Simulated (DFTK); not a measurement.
# BN (P6_3/mmc) in DFTK: equation of state

Aim: energy against volume of BN in PBE, for its equilibrium volume and stiffness.

All numbers are computed with DFTK 0.8.2; they aren't measurements. Logs are shortened: lines on timing, memory, paths and dates and some standing lists are left out, and cuts for length are marked.

## 1. The structure

It takes space group P6_3/mmc (No. 194, hexagonal). Conventional cell: a = 2.498 Å, b = 2.498 Å, c = 6.636 Å, α = 90.00°, β = 90.00°, γ = 120.00°. N (site symmetry -6m2) has 3 B at 1.44 Å as nearest neighbours. B (site symmetry -6m2) is surrounded by 3 N at 1.44 Å.

## 2. Equation of state, PBE

run.jl reads:

```julia
using DFTK
using PseudoPotentialData
using Unitful, UnitfulAtomic
using LinearAlgebra, Printf
include("save.jl")
disable_threading()

# lattice vectors are the columns
lattice = austrip(1u"Å") * [       2.49824       -1.24912            0.0;
                      0.0   2.1635393048            0.0;
                      0.0            0.0         6.6357]
symbols   = [:N, :N, :B, :B]
positions = [[0.6666666667, 0.3333333333, 0.25],
             [0.3333333333, 0.6666666667, 0.75],
             [0.6666666667, 0.3333333333, 0.75],
             [0.3333333333, 0.6666666667, 0.25]]
pseudopotentials = PseudoFamily("dojo.nc.sr.pbe.v0_4_1.standard.upf")
elements = Dict(s => ElementPsp(s, pseudopotentials) for s in unique(symbols))
atoms    = [elements[s] for s in symbols]

build_model(lattice, positions; symmetries=true) =
    model_DFT(lattice, atoms, positions;
              functionals=PBE(),
              temperature=austrip(0.05u"eV"),
              smearing=Smearing.FermiDirac(),
              symmetries)
Ecut  = 42.0  # hartree
kgrid = [12, 12, 4]
tol   = 1e-6
to_GPa = ustrip(uconvert(u"GPa", 1u"hartree/bohr^3"))

results["points"] = []
for scale in [0.94, 0.96, 0.98, 1.0, 1.02, 1.04, 1.06]
    println("\n=== scale = ", scale)
    model = build_model(cbrt(scale) * lattice, positions)
    basis = PlaneWaveBasis(model; Ecut, kgrid)
    t0 = time()
    scfres = self_consistent_field(basis;
                                   tol,
                                   nbandsalg=AdaptiveBands(model; n_bands_converge=13))
    seconds = time() - t0
    @printf "SCF: %d iterations, %.1f s\n" scfres.n_iter seconds
    forces = compute_forces_cart(scfres)
    stress = compute_stresses_cart(scfres)
    @printf "V = %.5f Å^3  F = %.8f Ha  max force = %.5f eV/Å  p = %.4f GPa\n" ustrip(auconvert(u"Å^3", model.unit_cell_volume)) scfres.energies.total ustrip(auconvert(u"eV/Å", maximum(norm, forces))) (-tr(stress) / 3 * to_GPa)
    push!(results["points"], save_scf!(scfres; forces, stress, d=Dict{String,Any}("seconds" => seconds, "n_matvec" => get(scfres, :n_matvec, 0))))
end

# third-order Birch-Murnaghan fit in x = V^(-2/3)
V = [0.94, 0.96, 0.98, 1.0, 1.02, 1.04, 1.06] * abs(det(lattice))
E = [p["total"] for p in results["points"]]
x = V .^ (-2 / 3)
c = [x .^ 0 x x .^ 2 x .^ 3] \ E
Δ = c[3]^2 - 3c[2] * c[4]
if Δ > 0
    x0 = (-c[3] + sqrt(Δ)) / 3c[4]
    B0 = 4 / 9 * x0^(7 / 2) * (2c[3] + 6c[4] * x0)
    @printf "V0 = %.4f Å^3  B0 = %.2f GPa\n" ustrip(auconvert(u"Å^3", x0^(-3 / 2))) B0 * to_GPa
end
```

Potentials or basis: dojo.nc.sr.pbe.v0_4_1.standard.upf (PBE).

On the command line:

```sh
$ julia --threads=1 run.jl  # save.jl only writes the numbers to a file and isn't shown; printed stress counts tension as positive; times include loading and compiling
```

Standard output:

```text
=== scale = 0.94
n     Energy            log10(ΔE)   log10(Δρ)   Diag   Δtime
---   ---------------   ---------   ---------   ----   ------
  1   -26.66675609511                   -0.39    5.2    9.73s
  2   -26.75743532456       -1.04       -0.60    3.4    7.03s
  3   -26.80784552523       -1.30       -1.46    3.4    8.11s
  4   -26.80829779469       -3.34       -2.21    1.8    4.80s
  5   -26.80832096932       -4.63       -3.20    1.9    4.83s
  6   -26.80832232328       -5.87       -3.53    4.1    7.17s
  7   -26.80832233401       -7.97       -3.99    1.6    4.58s
  8   -26.80832233979       -8.24       -4.88    2.4    5.96s
  9   -26.80832234003       -9.62       -5.20    3.7    6.68s
 10   -26.80832234006      -10.54       -5.93    1.6    4.53s
[... 52 further cycles ...]
  1   -26.68172766170                   -0.43    5.3    9.36s
  2   -26.76337904253       -1.09       -0.63    3.4    6.79s
  3   -26.81319072006       -1.30       -1.46    3.4    7.40s
  4   -26.81366458837       -3.32       -2.19    1.8    5.53s
  5   -26.81369434301       -4.53       -3.15    1.7    4.65s
  6   -26.81369597178       -5.79       -3.52    4.0    7.08s
  7   -26.81369598813       -7.79       -4.15    1.7    4.64s
  8   -26.81369599163       -8.46       -4.95    3.0    5.79s
  9   -26.81369599178       -9.81       -5.55    3.5    7.09s
 10   -26.81369599179      -11.11       -6.60    2.6    5.34s
SCF: 10 iterations, 64.4 s
V = 38.01820 Å^3  F = -26.81369599 Ha  max force = 0.00000 eV/Å  p = -8.5411 GPa
V0 = 36.5715 Å^3  B0 = 235.88 GPa
```

Wall time 13 min (1 thread of Intel Xeon Platinum 8488C (Sapphire Rapids), shared host); peak memory 2.1 GiB.

What came out:

* Equilibrium volume: 9.14 Å³/atom
* Bulk modulus at fixed shape and positions: 236 GPa
* Pressure derivative of the bulk modulus: 3.6

Energy against volume, from the lowest point:
| volume (Å³/atom) | energy (meV/atom) |
| --- | --- |
| 8.429 | 46.48 |
| 8.608 | 25.25 |
| 8.787 | 10.82 |
| 8.967 | 2.58 |
| 9.146 | 0.00 |
| 9.325 | 2.60 |
| 9.505 | 9.92 |

Caveat: the cell was scaled at fixed shape and fractional positions, which overstates the stiffness of a crystal with free parameters, most of all of layers and chains; this functional lacks dispersion, which binds the layers, so the pressure and a relaxed spacing across them are unreliable.

## 3. Single point, PBE, 8.43 Å³/atom (volume scaled by 0.94)

run.jl is that of step 2.

Potentials or basis: dojo.nc.sr.pbe.v0_4_1.standard.upf (PBE).

On the command line:

```sh
$ julia --threads=1 run.jl  # one pass of the loop, scale = 0.94; save.jl only writes the numbers to a file and isn't shown; printed stress counts tension as positive; times include loading and compiling
```

Wall time 70 s (1 thread of Intel Xeon Platinum 8488C (Sapphire Rapids), shared host).

Results (log left out):

| Quantity | Value |
| --- | --- |
| Free energy | -729.4916 eV |
| Pressure | 22.2 GPa |
| Band gap on the k mesh | 4.39 eV, indirect (least direct gap 4.84 eV) |

Caveat: this functional lacks dispersion, which binds the layers, so the pressure and a relaxed spacing across them are unreliable.

## 4. Single point, PBE, 8.61 Å³/atom (volume scaled by 0.96)

run.jl is that of step 3.

On the command line:

```sh
$ julia --threads=1 run.jl  # one pass of the loop, scale = 0.96; save.jl only writes the numbers to a file and isn't shown; printed stress counts tension as positive; times include loading and compiling
```

Run time: 70 s. Hardware: 1 thread of Intel Xeon Platinum 8488C (Sapphire Rapids), shared host.

It converged, with:

| Item | Value |
| --- | --- |
| Free energy | -729.5765 eV |
| Pressure | 15.8 GPa |
| Band gap on the k mesh | 4.37 eV, indirect (least direct gap 4.79 eV) |

Caveat: this functional lacks dispersion, which binds the layers, so the pressure and a relaxed spacing across them are unreliable.

## 5. Single point, PBE, 8.79 Å³/atom (volume scaled by 0.98)

run.jl is that of step 4.

On the command line:

```sh
$ julia --threads=1 run.jl  # one pass of the loop, scale = 0.98; save.jl only writes the numbers to a file and isn't shown; printed stress counts tension as positive; times include loading and compiling
```

It took 64 s on 1 thread of Intel Xeon Platinum 8488C (Sapphire Rapids), shared host.

The run converged. Its results:

| Property | Result |
| --- | --- |
| Free energy | -729.6343 eV |
| Pressure | 10.0 GPa |
| Band gap on the k mesh | 4.34 eV, indirect (least direct gap 4.74 eV) |

Caveat: this functional lacks dispersion, which binds the layers, so the pressure and a relaxed spacing across them are unreliable.

## 6. Single point, PBE, 8.97 Å³/atom

run.jl is that of step 5.

Potentials or basis: dojo.nc.sr.pbe.v0_4_1.standard.upf (PBE).

On the command line:

```sh
$ julia --threads=1 run.jl  # one pass of the loop, scale = 1.0; save.jl only writes the numbers to a file and isn't shown; printed stress counts tension as positive; times include loading and compiling
```

Wall time 65 s (1 thread of Intel Xeon Platinum 8488C (Sapphire Rapids), shared host).

Results (log left out):

| Item | Value |
| --- | --- |
| Free energy | -729.6672 eV |
| Pressure | 4.8 GPa |
| Band gap on the k mesh | 4.32 eV, indirect (least direct gap 4.69 eV) |

Caveat: this functional lacks dispersion, which binds the layers, so the pressure and a relaxed spacing across them are unreliable.

## 7. Single point, PBE, 9.15 Å³/atom (volume scaled by 1.02)

run.jl is that of step 6.

Potentials or basis: dojo.nc.sr.pbe.v0_4_1.standard.upf (PBE).

On the command line:

```sh
$ julia --threads=1 run.jl  # one pass of the loop, scale = 1.02; save.jl only writes the numbers to a file and isn't shown; printed stress counts tension as positive; times include loading and compiling
```

Run time: 67 s. Hardware: 1 thread of Intel Xeon Platinum 8488C (Sapphire Rapids), shared host.

Results:

```yaml
Free_energy: -729.6775 eV
Pressure: -0.1 GPa
Band_gap_on_the_k_mesh: 4.30 eV, indirect (least direct gap 4.64 eV)
```

Caveat: this functional lacks dispersion, which binds the layers, so the pressure and a relaxed spacing across them are unreliable.

## 8. Single point, PBE, 9.33 Å³/atom (volume scaled by 1.04)

run.jl is that of step 7.

On the command line:

```sh
$ julia --threads=1 run.jl  # one pass of the loop, scale = 1.04; save.jl only writes the numbers to a file and isn't shown; printed stress counts tension as positive; times include loading and compiling
```

It took 68 s on 1 thread of Intel Xeon Platinum 8488C (Sapphire Rapids), shared host.

The run converged. Its results:

```
Free energy            : -729.6671 eV
Pressure               : -4.5 GPa
Band gap on the k mesh : 4.27 eV, indirect (least direct gap 4.59 eV)
```

Caveat: this functional lacks dispersion, which binds the layers, so the pressure and a relaxed spacing across them are unreliable.

## 9. Single point, PBE, 9.50 Å³/atom (volume scaled by 1.06)

run.jl is that of step 8.

Potentials or basis: dojo.nc.sr.pbe.v0_4_1.standard.upf (PBE).

On the command line:

```sh
$ julia --threads=1 run.jl  # one pass of the loop, scale = 1.06; save.jl only writes the numbers to a file and isn't shown; printed stress counts tension as positive; times include loading and compiling
```

It took 64 s on 1 thread of Intel Xeon Platinum 8488C (Sapphire Rapids), shared host.

Results (log left out):

* Free energy: -729.6378 eV
* Pressure: -8.5 GPa
* Band gap on the k mesh: 4.25 eV, indirect (least direct gap 4.54 eV)

Caveat: this functional lacks dispersion, which binds the layers, so the pressure and a relaxed spacing across them are unreliable.
